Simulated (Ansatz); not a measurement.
**96-atom supercell of wurtzite GaN with displaced atoms**

How much do forces and the gap depend on the functional when the atoms are displaced? Levels: PBEsol and HSE06.

Method: density functional theory in Ansatz 0.2.0, PAW datasets, plane waves.

## 1. The system as built

96 atoms (48 Ga, 48 N); a = 9.548 Å, b = 11.025 Å, c = 10.371 Å, α = 90.00°, β = 90.00°, γ = 90.00°. All atoms were shaken off their sites by about 0.04 Å along each axis.

The runs, in order: (2) PBEsol single point at the Γ point alone, on 1 × NVIDIA GB300 Max-Q with 8 threads of Arm Neoverse-V2; (3) HSE06 single point at the Γ point alone, on 1 × NVIDIA GB300 Max-Q with 8 threads of Arm Neoverse-V2.

## 2. Single point with PBEsol

Input file in.yaml:

```yaml
crystal:
  lattice:
    - [9.548238, 0.000000, 0.000000]
    - [0.000000, 11.025355, 0.000000]
    - [0.000000, 0.000000, 10.371236]
  atoms:
    - { symbol: Ga, position: [0.165151, 0.083702, 0.253891] }
    - { symbol: Ga, position: [0.165316, 0.080262, 0.753266] }
    - { symbol: Ga, position: [0.998377, 0.336712, 0.252325] }
    - { symbol: Ga, position: [0.996526, 0.338101, 0.746709] }
    - { symbol: Ga, position: [0.499409, 0.085592, 0.244756] }
    - { symbol: Ga, position: [0.499285, 0.089029, 0.753550] }
    - { symbol: Ga, position: [0.332194, 0.333742, 0.254641] }
    - { symbol: Ga, position: [0.331100, 0.332596, 0.747737] }
    - { symbol: Ga, position: [0.170947, 0.585058, 0.248795] }
    - { symbol: Ga, position: [0.169457, 0.586352, 0.750271] }
    - { symbol: Ga, position: [0.007464, 0.834266, 0.254707] }
    - { symbol: Ga, position: [0.003777, 0.832732, 0.747606] }
    - { symbol: Ga, position: [0.831831, 0.083919, 0.247670] }
    - { symbol: Ga, position: [0.831830, 0.078201, 0.748053] }
    - { symbol: Ga, position: [0.664886, 0.331726, 0.250169] }
    - { symbol: Ga, position: [0.662541, 0.331230, 0.747178] }
    - { symbol: Ga, position: [0.493779, 0.580384, 0.249994] }
    - { symbol: Ga, position: [0.504643, 0.581859, 0.752872] }
    - { symbol: Ga, position: [0.334421, 0.830428, 0.249048] }
    - { symbol: Ga, position: [0.332378, 0.834387, 0.742950] }
    - { symbol: Ga, position: [0.831622, 0.581746, 0.250724] }
    - { symbol: Ga, position: [0.829195, 0.584113, 0.749716] }
    - { symbol: Ga, position: [0.663383, 0.826431, 0.253157] }
    - { symbol: Ga, position: [0.661865, 0.832843, 0.743468] }
    - { symbol: Ga, position: [0.999320, 0.164329, 0.500159] }
    - { symbol: Ga, position: [0.000087, 0.172629, 0.001778] }
    - { symbol: Ga, position: [0.342585, 0.165415, 0.499186] }
    - { symbol: Ga, position: [0.327925, 0.168661, 0.997745] }
    - { symbol: Ga, position: [0.156759, 0.412504, 0.501648] }
    - { symbol: Ga, position: [0.165795, 0.412696, 0.996505] }
    - { symbol: Ga, position: [0.002824, 0.661444, 0.497858] }
    - { symbol: Ga, position: [0.997882, 0.659822, 0.004713] }
    - { symbol: Ga, position: [0.662996, 0.166713, 0.501615] }
    - { symbol: Ga, position: [0.668790, 0.165868, 0.000106] }
    - { symbol: Ga, position: [0.493541, 0.416403, 0.498336] }
    - { symbol: Ga, position: [0.501131, 0.415680, 0.999350] }
    - { symbol: Ga, position: [0.332147, 0.656713, 0.499131] }
    - { symbol: Ga, position: [0.334687, 0.665230, 0.002992] }
    - { symbol: Ga, position: [0.167999, 0.911646, 0.502715] }
    - { symbol: Ga, position: [0.172948, 0.912460, 0.994844] }
    - { symbol: Ga, position: [0.834245, 0.416256, 0.498741] }
    - { symbol: Ga, position: [0.844252, 0.417614, 0.002230] }
    - { symbol: Ga, position: [0.664994, 0.669951, 0.495100] }
    - { symbol: Ga, position: [0.668874, 0.667290, 0.999843] }
    - { symbol: Ga, position: [0.496902, 0.914401, 0.505273] }
    - { symbol: Ga, position: [0.498553, 0.912403, 0.000797] }
    - { symbol: Ga, position: [0.838038, 0.917998, 0.498589] }
    - { symbol: Ga, position: [0.830822, 0.919429, 0.003206] }
    - { symbol: N, position: [0.997454, 0.172863, 0.185191] }
    - { symbol: N, position: [0.998378, 0.163681, 0.689971] }
    - { symbol: N, position: [0.337351, 0.163337, 0.184624] }
    - { symbol: N, position: [0.339996, 0.167223, 0.693728] }
    - { symbol: N, position: [0.170056, 0.416879, 0.191861] }
    - { symbol: N, position: [0.170472, 0.419764, 0.692676] }
    - { symbol: N, position: [0.999010, 0.668967, 0.183435] }
    - { symbol: N, position: [0.999196, 0.671039, 0.685834] }
    - { symbol: N, position: [0.670912, 0.166866, 0.191414] }
    - { symbol: N, position: [0.672637, 0.166859, 0.685036] }
    - { symbol: N, position: [0.500207, 0.413137, 0.189828] }
    - { symbol: N, position: [0.503297, 0.417496, 0.685856] }
    - { symbol: N, position: [0.335097, 0.665626, 0.188794] }
    - { symbol: N, position: [0.331708, 0.666211, 0.683786] }
    - { symbol: N, position: [0.171897, 0.916338, 0.184663] }
    - { symbol: N, position: [0.168012, 0.913756, 0.688919] }
    - { symbol: N, position: [0.838014, 0.414818, 0.192157] }
    - { symbol: N, position: [0.831496, 0.416214, 0.684900] }
    - { symbol: N, position: [0.664927, 0.664375, 0.193817] }
    - { symbol: N, position: [0.667108, 0.666698, 0.688803] }
    - { symbol: N, position: [0.507954, 0.914331, 0.186325] }
    - { symbol: N, position: [0.503176, 0.921882, 0.685006] }
    - { symbol: N, position: [0.834548, 0.913125, 0.187266] }
    - { symbol: N, position: [0.832906, 0.915875, 0.695213] }
    - { symbol: N, position: [0.166697, 0.085865, 0.438114] }
    - { symbol: N, position: [0.172172, 0.087868, 0.939205] }
    - { symbol: N, position: [0.999098, 0.332810, 0.435417] }
    - { symbol: N, position: [0.995785, 0.330492, 0.930930] }
    - { symbol: N, position: [0.497598, 0.078036, 0.443399] }
    - { symbol: N, position: [0.500959, 0.082542, 0.941603] }
    - { symbol: N, position: [0.336718, 0.328309, 0.438978] }
    - { symbol: N, position: [0.331709, 0.333214, 0.942340] }
    - { symbol: N, position: [0.166717, 0.583099, 0.431841] }
    - { symbol: N, position: [0.158954, 0.578381, 0.938241] }
    - { symbol: N, position: [0.988938, 0.835616, 0.429950] }
    - { symbol: N, position: [0.003808, 0.829520, 0.936187] }
    - { symbol: N, position: [0.833130, 0.087655, 0.439998] }
    - { symbol: N, position: [0.832161, 0.086932, 0.938394] }
    - { symbol: N, position: [0.669073, 0.330989, 0.445059] }
    - { symbol: N, position: [0.674656, 0.337424, 0.941651] }
    - { symbol: N, position: [0.501380, 0.582445, 0.427563] }
    - { symbol: N, position: [0.493491, 0.580032, 0.937719] }
    - { symbol: N, position: [0.331796, 0.834214, 0.430817] }
    - { symbol: N, position: [0.337230, 0.827048, 0.936919] }
    - { symbol: N, position: [0.833992, 0.586245, 0.436784] }
    - { symbol: N, position: [0.832604, 0.590256, 0.942381] }
    - { symbol: N, position: [0.672555, 0.834734, 0.433933] }
    - { symbol: N, position: [0.662608, 0.826126, 0.931745] }
kpoints:
  mp_grid: { grid: [1, 1, 1] }
hamiltonian:
  xc: pbesol
scf:
  occupations: { method: fermi_dirac, width: 0.01 }
output:
  forces: true
  eigenvalues: true
  stress: true
  populations: true
  eigenstates: { kpoints: [[0, 0, 0]], e_range: [-6.0, 6.0], localisation: true }
```

On the command line:

```bash
$ ansatz run in.yaml --threads 8 --pin off --max-ram 118750MiB --runs-dir r --events-out ev --progress --plain --backend cuda --devices 0,
```

## 3. Single point with HSE06

in.yaml: that of step 2 with these lines changed.

```diff
@@ -105,3 +105,3 @@
 hamiltonian:
-  xc: pbesol
+  xc: hse06
 scf:
@@ -111,3 +111,2 @@
   eigenvalues: true
-  stress: true
   populations: true
```

Q: Predict the outcome of this session. Wanted: for each run, top filled to lowest empty; pressure; force change.

As calculated:

| level | time | top filled to lowest empty (eV) | pressure (GPa) | force change (eV/Å rms) |
| --- | --- | --- | --- | --- |
| PBEsol | 4.1 s (GPU) | 1.76 | 0.81 | 0 |
| HSE06 | 53 s (GPU) | 3.11 | - | 0.053 |

**What this shows.** At the same k points, PBEsol gives a spacing 1.35 eV smaller than the 3.11 eV of HSE06. Exact exchange costs time: HSE06 ran about 13 times as long as PBEsol on the same kind of device. HSE06 forces are 6 % stiffer than those of PBEsol by the slope, and differ by 0.05 eV/Å rms. With one k point the spacing samples only the states that fold onto it, so it can exceed the gap over the zone.
